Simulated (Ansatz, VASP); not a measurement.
## One calculation of TePb, two programs

```
Te Pb
1.0
     0.00000    3.26786    3.26786
     3.26786    0.00000    3.26786
     3.26786    3.26786    0.00000
Te Pb
1 1
Direct
  0.50000 0.50000 0.50000
  0.00000 0.00000 0.00000
```

Alike in both runs: task single point; functional r2SCAN; k mesh 8 × 8 × 8; no spin polarisation.

|  | VASP | Ansatz |
| --- | --- | --- |
| version | VASP 6.6.1 | Ansatz 0.2.0 |
| potentials or method | VASP PAW PBE potentials, release 64 (Te, Pb_d) | plane waves, PAW |
| plane-wave cutoff (eV) | 520 | 500 |
| occupations | gaussian, width 0.01 eV | fixed |
| valence electrons in the cell | 20 | 30 |

|  | VASP | Ansatz | Ansatz less VASP |
| --- | --- | --- | --- |
| gap on the k mesh at the Fermi level (eV) | 1.09 | 1.09 | -0.003 |
| pressure (GPa) | 0.0 | 0.0 | +0.01 |

The two sets of potentials don't hold the same shells in valence.

Caveats: the PAW data sets were made with another functional, which shifts forces and pressure a little (VASP); spin-orbit coupling is left out, which as a rule narrows the gap of such compounds by several tenths of an eV. A k mesh can miss the band edges.
